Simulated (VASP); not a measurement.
**SnSe (strained measured structure): one PBE single-point calculation in two programs**

```cif
data_structure
_symmetry_space_group_name_H-M 'P 1'
_symmetry_Int_Tables_number 1
_cell_length_a 4.2213
_cell_length_b 4.2310
_cell_length_c 4.2310
_cell_angle_alpha 59.848
_cell_angle_beta 60.076
_cell_angle_gamma 60.076
_cell_volume 53.43
loop_
_atom_site_label
_atom_site_type_symbol
_atom_site_fract_x
_atom_site_fract_y
_atom_site_fract_z
_atom_site_occupancy
Sn1 Sn 0.00000 0.00000 0.00000 1
Se1 Se 0.50000 0.50000 0.50000 1
```

Datasets and cutoffs are each program's own. VASP's cell holds 20 valence electrons and Ansatz's 30. Ansatz's stress includes a Pulay correction; VASP's doesn't.

Cutoffs: 520 eV in VASP, 420 eV in Ansatz. k meshes: 8×8×8 and 8×8×8.

```tsv
	VASP	Ansatz
gap between bands v and c	-0.01 eV (bands overlap: a metal)	-0.01 eV (bands overlap: a metal)
least direct gap	0.00 eV	0.00 eV
pressure	2.1 GPa	2.1 GPa
```

Band v is the last that the valence electrons fill when counted band by band, and c is the next. Levels in eV from the top of v, Ansatz:

```csv
point,v−1,v,c,c+1
Γ,-2.46,-2.42,4.12,4.23
X,-3.96,-3.91,2.76,5.20
K,-3.45,-2.72,3.07,3.47
L,-2.20,-0.22,0.46,1.03
W,-5.04,-1.03,1.30,4.62
```

VASP:

| point | v−1 | v | c | c+1 |
| --- | --- | --- | --- | --- |
| Γ | -2.46 | -2.42 | 4.12 | 4.23 |
| X | -3.96 | -3.91 | 2.75 | 5.20 |
| K | -3.45 | -2.72 | 3.07 | 3.47 |
| L | -2.19 | -0.22 | 0.46 | 1.03 |
| W | -5.04 | -1.03 | 1.29 | 4.62 |
